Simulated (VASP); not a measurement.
HfN: single point with PBEsol

HfN:

```xyz
2
Lattice="2.7024 0.0000 0.0000 0.0000 2.7024 0.0000 0.0000 0.0000 2.7024" Properties=species:S:1:pos:R:3 pbc="T T T"
Hf    0.0000    0.0000    0.0000
N     1.3512    1.3512    1.3512
```

The cell comes from a database or a generator and needn't be the stable form of this composition.

```yaml
Program: VASP 6.6.1
Task: single point
Functional: PBEsol
Potentials_or_basis: VASP PAW PBE potentials, release 64 (Hf_pv, N)
Cutoff: 520 eV
k_mesh: 12 × 12 × 12
Occupations: gaussian, width 0.05 eV
Spin: no spin polarisation
```

```json
{
 "Pressure": "27.2 GPa",
 "Band gap on the k mesh": "none (metal or under the smearing width)"
}
```

Levels at points of the mesh, in eV from the Fermi level:
```tsv
k point	band 6	band 7	band 8	band 9	band 10	band 11
(0.00, 0.00, 0.00)	-2.99	-1.10	-1.10	-1.10	5.22	7.28
(0.50, 0.00, 0.00)	-3.07	-3.07	-1.52	6.66	8.06	8.24
(0.50, 0.50, 0.00)	-4.21	-1.53	-0.60	3.32	3.32	3.32
(0.50, 0.50, 0.50)	-7.88	-7.88	9.10	9.10	9.10	11.20
```

Run time: 7.6 s on 1 thread of Intel(R) Xeon(R) 6975P-C (Granite Rapids), with other jobs on the host, peak memory 0.14 GiB.

Caveat: so large a pressure means that the cell lies far from this level's equilibrium, or that cutoff or potentials fall short; the potentials were made for another functional, which shifts forces and pressure. Spin-orbit coupling is left out, which matters for the levels of Hf.
